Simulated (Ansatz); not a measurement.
# I (Im-3m) in Ansatz: convergence with k mesh

Aim: find how far k mesh must go before the results for I settle, at r2SCAN. This setting moves, with any that are tied to it; all else stays.

Everything below comes from runs of Ansatz 0.2.0. Logs are shortened: lines on timing, memory, paths and dates and some standing lists are left out, and cuts for length are marked.

## (1) The crystal as given

It takes space group Im-3m (No. 229, cubic). Conventional cell: a = 4.179 Å, b = 4.179 Å, c = 4.179 Å, α = 90.00°, β = 90.00°, γ = 90.00°. I (site symmetry m-3m) has 8 I at 3.62 Å as nearest neighbours.

The real solid is made of molecules; this cell is a model form.

## (2) With k mesh 3 × 3 × 3

File input.yaml:

```yaml
crystal:
  lattice:
    - [-2.0893754423, 2.0893754423, 2.0893754423]
    - [2.0893754423, -2.0893754423, 2.0893754423]
    - [2.0893754423, 2.0893754423, -2.0893754423]
  atoms:
    - { symbol: I, position: [0.0, 0.0, 0.0] }
hamiltonian:
  xc: r2scan
  pseudopotentials: { kind: paw_fr }
magnetization:
  noncollinear: true
  spin_orbit: true
kpoints:
  mp_grid: { grid: [3, 3, 3] }
scf:
  occupations: { method: gaussian, width: 0.1 }
output:
  forces: true
  stress: true
  eigenvalues: true
```

Potentials or basis: Ansatz PAW.

Run with:

```
$ ansatz run input.yaml --threads 2 --pin off --max-ram 5632MiB --backend cpu --events-out ev --progress --plain --runs-dir out
```

What it wrote:

```text
Warning: RAYON_NUM_THREADS=2 ignored (pool sized by the plan → 2); use --threads N
Engine: ansatz 0.2.0, aarch64-unknown-linux-gnu
Pseudopotentials: kind: paw_fr
Pseudopotential: I, paw_fr, valence charge 17, recommended cutoff 500 eV (meta_gga), I.paw.azcp#standard-fr
Functional definition: r2SCAN
  parameter k0 = 0.174
  parameter k1 = 0.065
  parameter a1 = 4.9479
  exchange = r2scan_x(k0 = k0, k1 = k1, a1 = a1)
  correlation = r2scan_c
non-collinear run that drives no moment, with spin-orbit: no starting moment large enough to seed its density (crystal.atoms[].spin), no starting occupations that ask for one, no magnetisation constraint and no magnetic field, so the semilocal B_xc is pinned to zero
Crystal: 1 atoms, lattice volume = 36.485 Å³
Basis set: ecut = 500 eV, 959 PW (Γ), exchange–correlation on 108×108×108 points (64 copies of the dense FFT grid, shifted against one another)
Bands: 26, of which v1, the nominal top of the filled ones, is band 17 counted from 1 (16 counted from 0)
Symmetry: 48 space group operations + 48 with time reversal
Magnetic group: BNS 229.141 (UNI 1643), of the structure as read, at distance tolerance 3.3e-5 Å
k-points: 4 of 27
Projection manifold: j_resolved (fully-relativistic pseudo-atomic orbitals)
Non-local potential: I, projectors of the file, l = 0: 2, l = 1: 4, l = 2: 4, l = 3: 4
PAW form: soft (Blöchl's): semilocal exchange-correlation on the pseudo side does not see the compensation charge
PAW frozen core: I, regenerated for the run's functional (the file was generated under x = pbe(κ = 0.804, μ = 0.2195149727645171), c = pbe(β = 0.06672455060314922))
PAW one-centre angular grid: I, 590 points (default); XC on 283 of its mesh's 2799 points in the sphere
Initial density: superposition of atomic densities (chi_scale 0.1, normalization cell)
Initial wavefunctions: pseudopotential atomic-orbital guess
Functional: x = r2scan, c = r2scan; τ floored in thin density (d = 2e-4 eV/Å³)
iter 1 solved again at ethr=2.71e-5 eV; its pass at ethr=3.10e-3 eV (dr2=4.61e-3 eV) is discarded
SCF iter   1: F=—  HF=-7515.784518 eV  |F-HF|=—  |Δ(HF+E_count)|=         —  Δρ=4.08e-3  dr2=6.14e-3  dr2_τ=1.58e-5  dr2_m=0.00e0 (ungated)  ethr=2.71e-5  |M|=0.00e0 ∫|m|=0.00e0 μB  |m|>n=0.0e0 m-floor=0.0e0 τ_xc=0.0e0  β_m=0.30  ⟨swp⟩=2.5  Hψ=415  notcnv=0
eigensolver tolerance schedule calibrated: the retry pair's looser diagonalisation under-reported the residual by θ = 0.25 (0.12/decade); ethr = c·dr2/N_el runs at the constant in force after the calibration composes with the one it found (an armed cap, an earlier calibration), c = 6.8e-2
preconditioner: auto → none  [insulator: Δε(μ)=0.785 eV  Ē_g=14.172 eV  σ=0.100 eV  W_gap=0.96  n_scr=12 (ndim 8)  ℏωp=16.3 eV  f_vac=0.000  D(μ)=1.12/eV (n_scr^D=12)  ε∞_Penn≈2.3]
SCF iter   2: F=—  HF=-7515.787089 eV  |F-HF|=—  |Δ(HF+E_count)|=   2.57e-3  Δρ=2.64e-3  dr2=2.47e-3  dr2_τ=5.11e-6  dr2_m=0.00e0 (ungated)  ethr=2.47e-5  |M|=0.00e0 ∫|m|=0.00e0 μB  |m|>n=0.0e0 m-floor=0.0e0 τ_xc=0.0e0  β_m=0.54  ⟨swp⟩=2.0  Hψ=79  notcnv=0
SCF iter   3: F=—  HF=-7515.788939 eV  |F-HF|=—  |Δ(HF+E_count)|=   1.85e-3  Δρ=5.01e-4  dr2=7.85e-5  dr2_τ=2.12e-7  dr2_m=0.00e0 (ungated)  ethr=9.93e-6  |M|=0.00e0 ∫|m|=0.00e0 μB  |m|>n=0.0e0 m-floor=0.0e0 τ_xc=0.0e0  β_m=0.66  ⟨swp⟩=2.8  Hψ=85  notcnv=0
SCF iter   4: F=—  HF=-7515.789061 eV  |F-HF|=—  |Δ(HF+E_count)|=   1.22e-4  Δρ=3.83e-5  dr2=3.55e-7  dr2_τ=7.84e-9  dr2_m=0.00e0 (ungated)  ethr=3.15e-7  |M|=0.00e0 ∫|m|=0.00e0 μB  |m|>n=0.0e0 m-floor=0.0e0 τ_xc=0.0e0  β_m=0.71  ⟨swp⟩=2.0  Hψ=65  notcnv=0
SCF iter   5: F=-7515.789062 eV  HF=-7515.789062 eV  |F-HF|=4.31e-8  |Δ(HF+E_count)|=   1.23e-6  Δρ=9.34e-6  dr2=1.57e-8  dr2_τ=1.79e-10  dr2_m=0.00e0 (ungated)  ethr=4.02e-10  |M|=0.00e0 ∫|m|=0.00e0 μB  |m|>n=0.0e0 m-floor=0.0e0 τ_xc=0.0e0  ⟨swp⟩=8.0  Hψ=265  notcnv=0
SCF 1 converged in 5 iterations: F = -7515.789062 eV  dr2 = 1.57e-8
SCF converged after 5 iterations
Magnetization: |M| = 0.0000 μB,  M = (+0.0000, +0.0000, +0.0000) μB
Absolute magnetization: 0.0000 μB (∫|m|)
  site 0: m = (+0.0000, +0.0000, +0.0000) μB, |m| = 0.0000 μB  (R = 1.49 Å)
Free energy (F): -7515.789062 eV
Harris-Foulkes:  -7515.789062 eV  (|F-HF|=4.31e-8)
Internal energy: -7515.783463 eV  (E = F + TS)
E sigma→0 (E₀):  -7515.786263 eV
Entropy (-TS):   -0.005599 eV (-5.599 meV/atom)
Fermi energy:    7.203700 eV
--- Per-component energies (eV) ---
  E_band       = -378.864265
  E_kinetic    = 188.364011
  E_local      = -1789.777932  (includes V_loc(G=0)·N_el)
  E_nonlocal   = -91.369323
  E_hartree    = 934.644376
  E_xc         = -120.443084
  E_vxc        = -138.972508  (∫ρ·V_xc dr)
  E_paw        = -4825.183875  (= ΣΔE_a)
  E_vpaw       = -424.530315  (= ΣTr[D̂ρ^β])
  E_aug_tail   = -0.000031  (compensation charges beyond the density's cutoff)
  E_vtau       = 8.133096  (kinetic-family band-sum trace: ∫τ·v_τ [+ j·A + Jᵃ·Aᵃ] dr)
  E_ewald      = -1812.103841
  E_core_change = 0.086237  (= ΣΔE_core)
  E_smearing   = -0.005599  (= −TS)
  E_closure    = 0.000000  (closes the sum)
  Σ components = -7515.789062   (vs F -7515.789062, Δ=0.00e0)
--- Forces (eV/Å), atoms counted from 1 ---
  atom   1  I      0.00000000    -0.00000000    -0.00000000
  max |Σ_I F_I| component: 5.89e-29 eV/Å
--- Stress (GPa, compression-positive) ---
        0.342714       0.000000       0.000000
       -0.000000       0.342714       0.000000
       -0.000000      -0.000000       0.342714
  P = ⅓ Tr σ = 0.3427 GPa (3.427 kbar)
--- Band table (eV) ---
  k-point 0: bands = ["-40.0249", "-40.0249", "-40.0249", "-40.0249", "-38.3133", "-38.3133", "-38.3115", "-38.3115", "-38.3115", "-38.3115", "-7.0990", "-7.0990", "6.4889", "6.4889", "7.8640", "7.8640", "7.8640", "7.8640", "14.4533", "14.4533", "17.0599", "17.0599", "17.0599", "17.0599", "17.1441", "17.1441"]
  k-point 1: bands = ["-40.0245", "-40.0245", "-40.0229", "-40.0229", "-38.3127", "-38.3127", "-38.3106", "-38.3106", "-38.3087", "-38.3087", "-6.0847", "-6.0847", "3.2136", "3.2136", "6.0090", "6.0090", "7.3261", "7.3261", "13.5959", "13.5959", "14.8152", "14.8152", "18.8943", "18.8943", "19.0586", "19.0586"]
  k-point 2: bands = ["-40.0238", "-40.0238", "-40.0224", "-40.0224", "-38.3121", "-38.3121", "-38.3094", "-38.3094", "-38.3083", "-38.3083", "-5.4130", "-5.4130", "3.0036", "3.0036", "3.6010", "3.6010", "6.5364", "6.5364", "14.4756", "14.4756", "16.9796", "16.9796", "17.1808", "17.1808", "21.0176", "21.0176"]
  k-point 3: bands = ["-40.0227", "-40.0227", "-40.0226", "-40.0226", "-38.3108", "-38.3108", "-38.3105", "-38.3105", "-38.3071", "-38.3071", "-5.2708", "-5.2708", "3.5600", "3.5600", "4.5716", "4.5716", "5.0038", "5.0038", "12.5972", "12.5972", "14.9112", "14.9112", "19.2705", "19.2705", "19.5180", "19.5180"]
```

Run time: 1.7 s. Hardware: 2 threads of Arm Neoverse V2, shared host; peak memory 0.41 GiB.

Results:

```yaml
Free_energy: -7515.7891 eV
Pressure: 0.3 GPa
Band_gap_on_the_k_mesh: none (metal or under the smearing width)
```

## (3) With k mesh 4 × 4 × 4

Edit input.yaml of step 2 so:

```diff
@@ -14,3 +14,3 @@
 kpoints:
-  mp_grid: { grid: [3, 3, 3] }
+  mp_grid: { grid: [4, 4, 4] }
 scf:
```

Potentials or basis: Ansatz PAW.

Run with:

```
$ ansatz run input.yaml --threads 2 --pin off --max-ram 5632MiB --backend cpu --events-out ev --progress --plain --runs-dir out
```

It took 2.3 s on 2 threads of Arm Neoverse V2, shared host; peak memory 0.42 GiB.

Results:

- Free energy: -7515.7111 eV
- Pressure: 0.1 GPa
- Band gap on the k mesh: none (metal or under the smearing width)

## (4) With k mesh 5 × 5 × 5

Edit input.yaml of step 3 so:

```diff
@@ -14,3 +14,3 @@
 kpoints:
-  mp_grid: { grid: [4, 4, 4] }
+  mp_grid: { grid: [5, 5, 5] }
 scf:
```

Run with:

```
$ ansatz run input.yaml --threads 2 --pin off --max-ram 5632MiB --backend cpu --events-out ev --progress --plain --runs-dir out
```

Wall time 2.3 s (2 threads of Arm Neoverse V2, shared host); peak memory 0.42 GiB.

Results:

* Free energy: -7515.6631 eV
* Pressure: 0.0 GPa
* Band gap on the k mesh: none (metal or under the smearing width)

## (5) With k mesh 7 × 7 × 7

Edit input.yaml of step 4 so:

```diff
@@ -14,3 +14,3 @@
 kpoints:
-  mp_grid: { grid: [5, 5, 5] }
+  mp_grid: { grid: [7, 7, 7] }
 scf:
```

Run with:

```
$ ansatz run input.yaml --threads 2 --pin off --max-ram 5632MiB --backend cpu --events-out ev --progress --plain --runs-dir out
```

Run time: 3.3 s. Hardware: 2 threads of Arm Neoverse V2, shared host; peak memory 0.45 GiB.

Results:

```
Free energy            : -7515.6262 eV
Pressure               : 0.4 GPa
Band gap on the k mesh : none (metal or under the smearing width)
```

## (6) With k mesh 8 × 8 × 8

Edit input.yaml of step 5 so:

```diff
@@ -14,3 +14,3 @@
 kpoints:
-  mp_grid: { grid: [7, 7, 7] }
+  mp_grid: { grid: [8, 8, 8] }
 scf:
```

Potentials or basis: Ansatz PAW.

Run with:

```
$ ansatz run input.yaml --threads 2 --pin off --max-ram 5632MiB --backend cpu --events-out ev --progress --plain --runs-dir out
```

It took 4.5 s on 2 threads of Arm Neoverse V2, shared host; peak memory 0.48 GiB.

Results (log left out):

```yaml
Free_energy: -7515.6192 eV
Pressure: 0.6 GPa
Band_gap_on_the_k_mesh: none (metal or under the smearing width)
```

## (7) With k mesh 10 × 10 × 10

Edit input.yaml of step 6 so:

```diff
@@ -14,3 +14,3 @@
 kpoints:
-  mp_grid: { grid: [8, 8, 8] }
+  mp_grid: { grid: [10, 10, 10] }
 scf:
```

Run with:

```
$ ansatz run input.yaml --threads 2 --pin off --max-ram 5632MiB --backend cpu --events-out ev --progress --plain --runs-dir out
```

It took 6.5 s on 2 threads of Arm Neoverse V2, shared host; peak memory 0.51 GiB.

Results (log left out):

| Quantity | Value |
| --- | --- |
| Free energy | -7515.6227 eV |
| Pressure | 0.5 GPa |
| Band gap on the k mesh | none (metal or under the smearing width) |

## (8) With k mesh 12 × 12 × 12

Edit input.yaml of step 7 so:

```diff
@@ -14,3 +14,3 @@
 kpoints:
-  mp_grid: { grid: [10, 10, 10] }
+  mp_grid: { grid: [12, 12, 12] }
 scf:
```

Run with:

```
$ ansatz run input.yaml --threads 2 --pin off --max-ram 5632MiB --backend cpu --events-out ev --progress --plain --runs-dir out
```

Wall time 9 s (2 threads of Arm Neoverse V2, shared host); peak memory 0.55 GiB.

Results (log left out):

```
Free energy            : -7515.6261 eV
Pressure               : 0.4 GPa
Band gap on the k mesh : none (metal or under the smearing width)
```

## (9) With k mesh 15 × 15 × 15

Edit input.yaml of step 8 so:

```diff
@@ -14,3 +14,3 @@
 kpoints:
-  mp_grid: { grid: [12, 12, 12] }
+  mp_grid: { grid: [15, 15, 15] }
 scf:
```

Potentials or basis: Ansatz PAW.

Run with:

```
$ ansatz run input.yaml --threads 2 --pin off --max-ram 5632MiB --backend cpu --events-out ev --progress --plain --runs-dir out
```

Wall time 14 s (2 threads of Arm Neoverse V2, shared host); peak memory 0.61 GiB.

It converged, with:

```yaml
Free_energy: -7515.6290 eV
Pressure: 0.3 GPa
Band_gap_on_the_k_mesh: none (metal or under the smearing width)
```

## (10) The series at a glance

| k mesh | energy less the tightest run, at zero smearing (meV/atom) | pressure (GPa) | SCF cycles | CPU time (s) | peak memory (GiB) |
| --- | --- | --- | --- | --- | --- |
| 3 × 3 × 3 | -161.54 | 0.34 | 5 | 3 | 0.41 |
| 4 × 4 × 4 | -75.75 | 0.07 | 6 | 4.2 | 0.42 |
| 5 × 5 × 5 | -30.86 | 0.04 | 5 | 4.2 | 0.42 |
| 7 × 7 × 7 | 2.91 | 0.44 | 5 | 6.2 | 0.45 |
| 8 × 8 × 8 | 10.42 | 0.62 | 6 | 8.7 | 0.48 |
| 10 × 10 × 10 | 7.71 | 0.49 | 6 | 13 | 0.51 |
| 12 × 12 × 12 | 4.64 | 0.41 | 6 | 18 | 0.55 |
| 15 × 15 × 15 | 0.00 | 0.35 | 6 | 28 | 0.61 |

Against the tightest run, the pressure stays within 0.1 GPa from 12 × 12 × 12 on. Not settled before the last step: the energy (to 1 meV/atom). Meshes of other sizes hit other points, so gaps and Fermi surfaces needn't settle smoothly. The tightest run that finished is the yardstick and may itself not be fully converged.

Caveats: the PAW data sets come from PBE, with cores solved anew for the run's functional, which leaves a small shift of forces and pressure.
